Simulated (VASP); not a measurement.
**Cd: single point with PBE**

Slab: Cd, a slab with vacuum.

```xyz
4
Lattice="2.9789 0.0000 0.0000 -1.4894 2.5798 0.0000 0.0000 0.0000 20.4265" Properties=species:S:1:pos:R:3 pbc="T T T"
Cd    0.0000    1.7199    5.9429
Cd    1.4894    0.8599    8.7500
Cd    0.0000    1.7199   11.6765
Cd    1.4894    0.8599   14.4836
```

The slab is cut from a database's or a generator's crystal, which needn't be the stable form of the element.

- Program: VASP 6.6.1
- Task: single point
- Functional: PBE
- Potentials or basis: VASP PAW PBE potentials, release 64 (Cd)
- Cutoff: 520 eV
- k mesh: 7 × 7 × 1
- Occupations: fermi-dirac, width 0.15 eV
- Spin: no spin polarisation

The largest force is 0.008 eV/Å. The band gap on the k mesh is none (metal or under the smearing width).

Forces on the atoms (eV/Å):
```
Cd   0.000  0.000 -0.008
Cd   0.000  0.000  0.001
Cd   0.000  0.000 -0.001
Cd   0.000  0.000  0.008
```

Levels at points of the mesh, in eV from the Fermi level:
```tsv
k point	band 20	band 21	band 22	band 23	band 24	band 25	band 26	band 27	band 28	band 29
(0.00, 0.00, 0.00)	-8.35	-8.34	-7.57	-6.08	-4.32	-1.99	0.38	2.63	4.00	4.07
```

Run time: 65 s on 1 thread of Intel(R) Xeon(R) Platinum 8488C (Sapphire Rapids), with other jobs on the host, peak memory 0.28 GiB.
